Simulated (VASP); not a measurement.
# NiO (F-43m) in VASP: a series of runs

Runs on NiO. Level: PBEsol. Tasks: single point.

Everything below comes from runs of VASP 6.6.1. Logs are shortened: lines on timing, memory, paths and dates and some standing lists are left out, and cuts for length are marked.

### 1 The crystal as given

It takes space group F-43m (No. 216, cubic). The conventional cell has a = 4.410 Å, b = 4.410 Å, c = 4.410 Å, α = 90.00°, β = 90.00°, γ = 90.00°. Around Ni (site symmetry -43m) lie 4 O at 1.91 Å. O (site symmetry -43m) is surrounded by 4 Ni at 1.91 Å.

Measurements of this composition are mostly on another form, of space group No. 225.

### 2 Single point, PBEsol, collinear spin, typed start

INCAR

```
SYSTEM = NiO
ALGO = Fast
EDIFF = 1E-6
ENCUT = 520
GGA = PS
ISIF = 2
ISMEAR = 0
ISPIN = 2
LASPH = .TRUE.
LCHARG = .FALSE.
LMAXMIX = 4
LORBIT = 11
LREAL = .FALSE.
LWAVE = .FALSE.
MAGMOM = 1.61 0
NBANDS = 19
NELM = 150
PREC = Accurate
SIGMA = 0.05
```

KPOINTS

```
k-points
0
G
  12 12 12
  0 0 0
```

POSCAR

```
NiO
1.0
    0.0000000000      2.2048884285      2.2048884285
    2.2048884285      0.0000000000      2.2048884285
    2.2048884285      2.2048884285      0.0000000000
Ni O
1 1
Direct
    0.0000000000      0.0000000000      0.0000000000
    0.2500000000      0.2500000000      0.2500000000
```

Potentials or basis: VASP PAW PBE potentials, release 64 (Ni, O).

On the command line:

```
$ cat potpaw_PBE.64/Ni/POTCAR potpaw_PBE.64/O/POTCAR > POTCAR
$ mpirun -np 1 vasp_std > vasp.out
```

OUTCAR:

```text
SYSTEM = NiO
   EDIFF = 1E-6
   ENCUT = 520
   GGA = PS
   ISIF = 2
   ISMEAR = 0
   ISPIN = 2
   LASPH = .TRUE.
   LORBIT = 11
   LREAL = .FALSE.
   NELM = 150
   PREC = Accurate

 ion  position               nearest neighbor table
   1  0.000  0.000  0.000-   2 1.91   2 1.91   2 1.91   2 1.91
   2  0.250  0.250  0.250-   1 1.91   1 1.91   1 1.91   1 1.91

  LATTYP: Found a face centered cubic cell.
 ALAT       =     4.4097768570

  Lattice vectors:

 A1 = (   0.0000000000,   2.2048884285,   2.2048884285)
 A2 = (   2.2048884285,   0.0000000000,   2.2048884285)
 A3 = (   2.2048884285,   2.2048884285,   0.0000000000)

Analysis of symmetry for initial positions (statically):
=====================================================================
 Subroutine PRICEL returns:
 Original cell was already a primitive cell.

 Routine SETGRP: Setting up the symmetry group for a
 face centered cubic supercell.

 Subroutine GETGRP returns: Found 24 space group operations
 (whereof 24 operations were pure point group operations)
 out of a pool of 48 trial point group operations.

The static configuration has the point symmetry T_d .

Analysis of symmetry for dynamics (positions and initial velocities):
=====================================================================
 Subroutine PRICEL returns:
 Original cell was already a primitive cell.

 Routine SETGRP: Setting up the symmetry group for a
 face centered cubic supercell.

 Subroutine GETGRP returns: Found 24 space group operations
 (whereof 24 operations were pure point group operations)
 out of a pool of 48 trial point group operations.

The dynamic configuration has the point symmetry T_d .

Analysis of structural, dynamic, and magnetic symmetry:
=====================================================================
 Subroutine PRICEL returns:
 Original cell was already a primitive cell.

 Routine SETGRP: Setting up the symmetry group for a
 face centered cubic supercell.

 Subroutine GETGRP returns: Found 24 space group operations
 (whereof 24 operations were pure point group operations)
 out of a pool of 48 trial point group operations.

The overall configuration has the point symmetry T_d .

 Subroutine INISYM returns: Found 24 space group operations
 (whereof 24 operations are pure point group operations),
 and found     1 'primitive' translations

----------------------------------------------------------------------------------------

                                     Primitive cell

  volume of cell :      21.4383

  direct lattice vectors                    reciprocal lattice vectors
     0.000000000  2.204888428  2.204888428    -0.226768844  0.226768844  0.226768844
     2.204888428  0.000000000  2.204888428     0.226768844 -0.226768844  0.226768844
     2.204888428  2.204888428  0.000000000     0.226768844  0.226768844 -0.226768844

  length of vectors
     3.118183119  3.118183119  3.118183119     0.392775159  0.392775159  0.392775159

  position of ions in fractional coordinates (direct lattice)
     0.000000000  0.000000000  0.000000000
     0.250000000  0.250000000  0.250000000

  ion indices of the primitive-cell ions
   primitive index   ion index
                 1           1
                 2           2

----------------------------------------------------------------------------------------

 KPOINTS: k-points

Automatic generation of k-mesh.
 Grid dimensions read from file:
 generate k-points for:   12   12   12

 Generating k-lattice:

  Cartesian coordinates                     Fractional coordinates (reciprocal lattice)
    -0.018897404  0.018897404  0.018897404     0.083333333  0.000000000  0.000000000
     0.018897404 -0.018897404  0.018897404     0.000000000  0.083333333  0.000000000
     0.018897404  0.018897404 -0.018897404     0.000000000  0.000000000  0.083333333

  Length of vectors
     0.032731263  0.032731263  0.032731263

  Shift w.r.t. Gamma in fractional coordinates (k-lattice)
     0.000000000  0.000000000  0.000000000

 Subroutine IBZKPT returns following result:
 ===========================================

 Found     72 irreducible k-points:

 Following reciprocal coordinates:
            Coordinates               Weight
  0.000000  0.000000  0.000000      1.000000
  0.083333  0.000000  0.000000      8.000000
  0.166667  0.000000  0.000000      8.000000
  0.250000  0.000000  0.000000      8.000000
  0.333333  0.000000  0.000000      8.000000
  0.416667  0.000000  0.000000      8.000000
[... 16 lines left out ...]
  0.500000  0.166667  0.000000     24.000000
 -0.416667  0.166667  0.000000     24.000000
 [... further k-points ...]
   k-points           NKPTS =     72   k-points in BZ     NKDIM =     72   number of bands    NBANDS=     19
   number of dos      NEDOS =    301   number of ions     NIONS =      2
   total plane-waves  NPLWV =  13824
   dimension x,y,z NGX =    24 NGY =   24 NGZ =   24
   dimension x,y,z NGXF=    48 NGYF=   48 NGZF=   48
   ions per type =               1   1
   NGX,Y,Z   is equivalent  to a cutoff of  12.80, 12.80, 12.80 a.u.
   NGXF,Y,Z  is equivalent  to a cutoff of  25.59, 25.59, 25.59 a.u.
 SYSTEM =  NiO
   PREC   = accura    normal or accurate (medium, high low for compatibility)
   ISTART =      0    job   : 0-new  1-cont  2-samecut
   ICHARG =      2    charge: 1-file 2-atom 10-const
   ISPIN  =      2    spin polarized calculation?
   LNONCOLLINEAR =      F non collinear calculations
   LSORBIT =      F    spin-orbit coupling
   LASPH  =      T    aspherical Exc in radial PAW
   ENCUT  =  520.0 eV  38.22 Ry    6.18 a.u.   5.80  5.80  5.80*2*pi/ulx,y,z
   NELM   =    150;   NELMIN=  2; NELMDL= -5     # of ELM steps
   EDIFF  = 0.1E-05   stopping-criterion for ELM
   LREAL  =      F    real-space projection
   EDIFFG = 0.1E-04   stopping-criterion for IOM
   NSW    =      0    number of steps for IOM
   IBRION =     -1    ionic relax: 0-MD 1-quasi-New 2-CG
   NFREE  =      0    steps in history (QN), initial steepest desc. (CG)
   ISIF   =      2    stress and relaxation
   ISYM   =      2    0-nonsym 1-usesym 2-fastsym
   POTIM  = 0.5000    time-step for ionic-motion
   TEBEG  =    0.0;   TEEND  =   0.0 temperature during run
   PSTRESS=    0.0 pullay stress
   NELECT =      16.0000    total number of electrons
   NUPDOWN=      -1.0000    fix difference up-down
   EMIN   =  10.00;   EMAX   =-10.00  energy-range for DOS
   EFERMI =   0.00;   METHOD = LEGACY
   ISMEAR =     0;   SIGMA  =   0.05  broadening in eV -4-tet -1-fermi 0-gaus
   EFERMI_NEDOS =   21; number of points for ismear=-14 and -15
   IALGO  =     68    algorithm
   IMIX   =      4    mixing-type and parameters
     AMIX     =   0.40;   BMIX     =  1.00
     AMIX_MAG =   1.60;   BMIX_MAG =  1.00
  volume/ion in A,a.u.               =      10.72        72.34
  Fermi-wavevector in a.u.,A,eV,Ry     =   1.484972  2.806190 30.002768  2.205141
  Thomas-Fermi vector in A             =   2.598442
   LORBIT       =     11    0 simple, 1 ext, 2 COOP (PROOUT), +10 PAW based schemes
   GGA     = PS    functional components
   LHFCALC =     F    Hartree Fock is set to
   AEXX    =    0.0000 exact exchange contribution
   IVDW    =     0    specifies the selected vdW correction
   LEPSILON=     F    determine dielectric tensor
   LRPA    =     F    only Hartree local field effects (RPA)
 spin polarized calculation
 RMM-DIIS sequential band-by-band and
 Gauss-broadening in eV      SIGMA  =   0.05
  energy-cutoff  :      520.00
  volume of cell :       21.44
 maximum number of plane-waves:       589
   NGX = 11   NGY = 11   NGZ = 11

 number of electron      16.0000005 magnetization       1.7150189

 Free energy of the ion-electron system (eV)
  ---------------------------------------------------
  ext. energy  EPLUGINS =         0.00000000
  ---------------------------------------------------
  free energy    TOTEN  =       -12.49923257 eV

  energy without entropy =      -12.49742775  energy(sigma->0) =      -12.49833016

 E-fermi :   5.9954     XC(G=0): -11.7778

 val. band max:        5.9831834945   @ k =   0.0833   0.0000   0.0000
 cond. band min:       5.9961521685   @ k =  -0.4167   0.5000   0.0833
 fundamental gap:      0.0129686740
 Fermi energy:         5.9953864773

 spin component 1

 k-point     1 :       0.0000    0.0000    0.0000
  band No.  band energies     occupation
      1     -14.2777      1.00000
      2      -0.2689      1.00000
      3      -0.2689      1.00000
      4      -0.2689      1.00000
      5       3.5842      1.00000
      6       3.5843      1.00000
[... 11 lines left out ...]
     18      29.4594      0.00000
     19      29.4594      0.00000

 k-point     2 :       0.0833    0.0000    0.0000
  band No.  band energies     occupation
      1     -14.2308      1.00000
      2      -0.3844      1.00000
      3      -0.2427      1.00000
      4      -0.2427      1.00000
      5       3.5702      1.00000
      6       3.5702      1.00000
[... 476 lines left out ...]
 k-point    24 :      -0.4167    0.1667    0.0000
  band No.  band energies     occupation
      1     -13.4723      1.00000
      2      -1.0471      1.00000
      3      -0.1186      1.00000
      4       0.1826      1.00000
      5       3.3215      1.00000
      6       3.5797      1.00000
[... 11 lines left out ...]
     18      33.5122      0.00000
     19      34.1923      0.00000

 [... further k-points ...]

 spin component 2

 k-point     1 :       0.0000    0.0000    0.0000
  band No.  band energies     occupation
      1     -13.7459      1.00000
      2       0.6019      1.00000
      3       0.6019      1.00000
      4       0.6019      1.00000
      5       4.6351      1.00000
      6       4.6351      1.00000
[... 11 lines left out ...]
     18      29.7195      0.00000
     19      29.7196      0.00000

 k-point     2 :       0.0833    0.0000    0.0000
  band No.  band energies     occupation
      1     -13.6963      1.00000
      2       0.4437      1.00000
      3       0.6245      1.00000
      4       0.6245      1.00000
      5       4.6238      1.00000
      6       4.6238      1.00000
[... 476 lines left out ...]
 k-point    24 :      -0.4167    0.1667    0.0000
  band No.  band energies     occupation
      1     -12.8890      1.00000
      2      -0.6148      1.00000
      3       0.5847      1.00000
      4       0.9602      1.00000
      5       4.6706      1.00000
      6       4.7481      1.00000
[... 11 lines left out ...]
     18      33.7700      0.00000
     19      34.5220      0.00000

 [... further k-points ...]
[... 5 lines left out ...]
  --------------------------------------------------------------------------------------
  -------------------------------------------------------------------------------------
  Total       -0.1650328     -0.1650328     -0.1650328      0.0000000      0.0000000      0.0000000
  in kB      -12.3336318    -12.3336318    -12.3336318      0.0000000      0.0000000      0.0000000
  external PRESSURE =     -12.3336318 kB  Pullay stress =       0.0000000 kB

 VOLUME and BASIS-vectors are now :
 -----------------------------------------------------------------------------
  energy-cutoff  :      520.00
  volume of cell :       21.44
      direct lattice vectors                 reciprocal lattice vectors
     0.000000000  2.204888428  2.204888428    -0.226768844  0.226768844  0.226768844
     2.204888428  0.000000000  2.204888428     0.226768844 -0.226768844  0.226768844
     2.204888428  2.204888428  0.000000000     0.226768844  0.226768844 -0.226768844

 POSITION                                       TOTAL-FORCE (eV/Angst)
 -----------------------------------------------------------------------------------
      0.00000      0.00000      0.00000        -0.000000     -0.000000     -0.000000
      1.10244      1.10244      1.10244         0.000000      0.000000      0.000000
 -----------------------------------------------------------------------------------
    total drift:                               -0.000000     -0.000000     -0.000000

  FREE ENERGIE OF THE ION-ELECTRON SYSTEM (eV)
  ---------------------------------------------------
  free  energy   TOTEN  =       -12.4992325730 eV

  energy  without entropy=      -12.4974277546  energy(sigma->0) =      -12.49833016

 total charge

# of ion       s       p       d       tot
------------------------------------------
    1        0.401   0.531   8.285   9.217
    2        1.552   3.412   0.000   4.964
--------------------------------------------------
tot          1.954   3.943   8.285  14.182

 magnetization (x)

# of ion       s       p       d       tot
------------------------------------------
    1        0.003   0.041   1.304   1.348
    2        0.015   0.304   0.000   0.319
--------------------------------------------------
tot          0.018   0.344   1.304   1.667
```

Run time: 25 s. Hardware: 1 thread of Intel Xeon 6975P-C (Granite Rapids), shared host; peak memory 0.17 GiB.

What came out:

* Free energy: -12.4992 eV
* Pressure: -1.2 GPa
* Band gap on the k mesh: none (metal or under the smearing width)
* Net moment: 1.72 μB per cell
* Site moments: Ni +1.35; O +0.32 μB
* Valence electrons inside the program's atomic spheres: Ni 9.22; O 4.96

Caveat: the PAW data sets were made with another functional, which shifts forces and pressure a little; a cell with one magnetic atom can't hold antiferromagnetic order, which such compounds often take; semilocal functionals often make such compounds metallic where correlation or magnetic order opens a gap, which also shifts bond lengths.

### 3 Single point, PBEsol, collinear spin, typed start (atom 2 (O) moved 0.12 Å along z)

INCAR

```
  PREC = Accurate
  ENCUT = 520
  EDIFF = 1E-6
  ISMEAR = 0
  SIGMA = 0.05
  LREAL = F
  LASPH = T
  NELM = 150
  ALGO = Fast
  ISIF = 2
  LWAVE = F
  LCHARG = T
  ISPIN = 2
  MAGMOM = 1.44 0
  LORBIT = 11
  LMAXMIX = 4
  GGA = PS
  LELF = T
  LVHAR = T
  NBANDS = 19
```

KPOINTS

```
regular mesh
0
Gamma
  12 12 12
```

POSCAR

```
NiO
1.0
    0.0000000000      2.1987739309      2.1987739309
    2.1987739309      0.0000000000      2.1987739309
    2.1987739309      2.1987739309      0.0000000000
Ni O
1 1
Direct
    0.0000000000      0.0000000000      0.0000000000
    0.2772879350      0.2772879350      0.2227120650
```

Potentials or basis: VASP PAW PBE potentials, release 64 (Ni, O).

On the command line:

```
$ cat potpaw_PBE.64/Ni/POTCAR potpaw_PBE.64/O/POTCAR > POTCAR
$ mpirun -np 1 vasp_std > vasp.out
```

Run time: 76 s. Hardware: 1 thread of Intel Xeon 6975P-C (Granite Rapids), shared host; peak memory 0.28 GiB.

The run converged. Its results:

```
Free energy                                           : -12.4364 eV
Pressure                                              : 1.8 GPa
Largest force                                         : 1.024 eV/Å
Band gap on the k mesh                                : none (metal or under the smearing width)
Net moment                                            : 1.69 μB per cell
Site moments                                          : Ni +1.32; O +0.32 μB
Valence electrons inside the program's atomic spheres : Ni 9.26; O 4.97
```

Forces on the atoms (eV/Å):
```
Ni   0.000  0.000  1.024
O    0.000  0.000 -1.024
```

Stress tensor (GPa, compression positive):
```
 2.28 -7.58  0.00
-7.58  2.28  0.00
 0.00  0.00  0.79
```

Levels at points of the mesh, in eV from the Fermi level:
Spin up:
| k point | band 6 | band 7 | band 8 | band 9 | band 10 | band 11 | band 12 | band 13 |
| --- | --- | --- | --- | --- | --- | --- | --- | --- |
| (0.00, 0.00, 0.00) | -2.38 | 0.09 | 0.15 | 0.62 | 0.89 | 14.63 | 14.64 | 14.67 |
| (0.50, 0.00, 0.00) | -2.38 | -2.28 | -0.81 | -0.57 | 6.03 | 7.65 | 13.80 | 14.58 |
| (0.00, 0.00, 0.50) | -2.29 | -2.13 | -0.33 | -0.18 | 6.04 | 7.33 | 13.67 | 14.39 |
| (0.50, 0.50, 0.00) | -2.11 | -1.94 | -1.65 | -1.43 | 5.50 | 10.45 | 11.26 | 14.86 |
| (0.00, 0.50, 0.50) | -2.14 | -1.74 | -1.67 | -1.61 | 5.43 | 10.43 | 11.10 | 15.03 |
Spin down:
| k point | band 5 | band 6 | band 7 | band 8 | band 9 | band 10 |
| --- | --- | --- | --- | --- | --- | --- |
| (0.00, 0.00, 0.00) | -1.38 | -1.35 | 0.63 | 1.53 | 1.97 | 1.99 |
| (0.50, 0.00, 0.00) | -1.33 | -1.10 | -1.06 | 0.47 | 0.70 | 6.30 |
| (0.00, 0.00, 0.50) | -1.28 | -1.06 | -0.69 | 0.97 | 1.14 | 6.32 |
| (0.50, 0.50, 0.00) | -1.86 | -1.03 | -0.61 | -0.40 | -0.02 | 5.96 |
| (0.00, 0.50, 0.50) | -1.81 | -1.03 | -0.65 | -0.26 | -0.19 | 5.90 |

Caveat: the PAW data sets were made with another functional, which shifts forces and pressure a little; a cell with one magnetic atom can't hold antiferromagnetic order, which such compounds often take; semilocal functionals often make such compounds metallic where correlation or magnetic order opens a gap, which also shifts bond lengths.
